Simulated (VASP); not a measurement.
The system is TiO2.

```
Ti O
1.0
     4.59984    0.00000    0.00000
     0.00000    4.59984    0.00000
     0.00000    0.00000    2.95921
Ti O
2 4
Direct
  0.00000 0.00000 0.50000
  0.50000 0.50000 0.00000
  0.30432 0.30432 0.50000
  0.19568 0.80432 0.00000
  0.80432 0.19568 0.00000
  0.69568 0.69568 0.50000
```

The cell is a database's computed one.

Base run:

```yaml
Program: VASP 6.6.1
Functional: BLYP
Potentials_or_basis: VASP PAW PBE potentials, release 64 (Ti_sv, O)
Cutoff: 520 eV
k_mesh: 6 × 6 × 9
Occupations: fermi-dirac, width 0.05 eV
Spin: no spin polarisation
```

Its results: band gap on the k mesh 1.83 eV, direct.

Problem. After a change of settings the same cell gave: band gap on the k mesh 2.71 eV, indirect (least direct gap 2.72 eV). Which change was it?
A. functional from BLYP to TB-mBJ
B. functional from BLYP to PW91; further incar settings from ALGO = Normal; EDIFF = 1e-06 to ALGO = Normal; EDIFF = 1e-07
C. functional from BLYP to revTPSS; further incar settings from ALGO = Normal; EDIFF = 1e-06 to ALGO = Normal; EDIFF = 1e-06; NBANDS = 33
D. functional from BLYP to r2SCAN

Solution. A.

Not every run made on this cell is shown here.
